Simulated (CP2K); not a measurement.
PtS2: band structure with LDA

PtS2:

```xyz
3
Lattice="3.5432 0.0000 0.0000 -1.7716 3.0685 0.0000 0.0000 0.0000 5.0388" Properties=species:S:1:pos:R:3 pbc="T T T"
Pt    0.0000    0.0000    0.0000
S     1.7716    1.0228    3.8950
S     0.0000    2.0457    1.1438
```

```yaml
Program: CP2K 2026.2
Task: band structure
Functional: LDA
Potentials_or_basis: GTH_POTENTIALS Pt GTH-PADE-q18, S GTH-PADE-q6; TZVP-MOLOPT-PBE-GTH basis
Density_cutoff: 6123 eV
k_mesh: 9 × 9 × 5
Occupations: fermi-dirac, width 0.0259 eV
Spin: no spin polarisation
SCF_solver: diagonalisation with k points
Quickstep_method: GPW
EPS_DEFAULT: 1.0E-9
EPS_SCF: 1.0E-6
MAX_SCF: 100
SCF_GUESS: ATOMIC
k_points_reduced_by_the_point_group: yes
Mesh_centred_on_Gamma: yes
CHOLESKY: OFF
EPS_EIGVAL: 1.0E-7
MIXING_METHOD: BROYDEN_MIXING
MIXING_ALPHA: 0.4
NBUFFER: 8
NGRIDS: 4
Basis_sets: Pt TZVP-MOLOPT-PBE-GTH-q18, S TZVP-MOLOPT-PBE-GTH-q6
Potentials: Pt GTH-PADE-q18 of GTH_POTENTIALS, S GTH-PADE-q6 of GTH_POTENTIALS
ADDED_MOS: "[15]"
Points_a_segment_of_the_path_NPOINTS: 6
Bands_added_on_the_path: 4
REL_CUTOFF_Ry: 60 Ry
MIXING_BETA_1/bohr: 1.5 1/bohr
CUTOFF_of_the_grids: 450 Ry
```

```
Pressure                : -0.5 GPa
Largest force           : 1.161 eV/Å
Band gap on the k mesh  : 0.97 eV, indirect (least direct gap 1.02 eV)
Band gap along the path : 1.04 eV, indirect (least direct gap 1.53 eV)
Mulliken charges        : Pt -0.75; S +0.38 e
```

Forces in eV/Å, atoms in the order of the input:
```
Pt   0.000  0.000  0.000
S    0.000  0.000 -1.161
S    0.000  0.000  1.161
```

Stress tensor (GPa, compression positive):
```
-1.76  0.00  0.00
 0.00 -1.76  0.00
 0.00  0.00  2.07
```

Levels at the corners of the path, in eV from the valence-band top:
```csv
point,band 13,band 14,band 15,band 16,band 17,band 18
Γ,-1.14,-1.14,-0.09,2.55,2.55,5.13
M,-3.15,-3.00,-2.27,1.83,2.94,5.53
K,-2.72,-1.41,-1.41,1.08,1.08,5.73
Γ,-1.14,-1.14,-0.09,2.55,2.55,5.13
A,-1.33,-1.33,-0.81,3.04,3.04,5.82
L,-3.13,-2.64,-1.32,2.17,2.41,5.37
H,-3.45,-1.79,-1.79,2.30,2.30,7.21
A,-1.33,-1.33,-0.81,3.04,3.04,5.82
L,-3.13,-2.64,-1.32,2.17,2.41,5.37
M,-3.15,-3.00,-2.27,1.83,2.94,5.53
K,-2.72,-1.41,-1.41,1.08,1.08,5.73
H,-3.45,-1.79,-1.79,2.30,2.30,7.21
```

Run time: 44 s on 1 thread of Arm Neoverse N1, on a shared host, peak memory 0.3 GiB.

Caveat: Mulliken charges move with the basis; spin-orbit coupling is left out, which moves the levels of the heavy elements; the basis of atomic orbitals isn't converged, which shifts pressures, moduli and gaps; forces of over 1 eV/Å show positions far from the minimum, so gaps and moduli don't describe the material at rest. A hybrid or GW would open this gap; LDA tends to underestimate it.
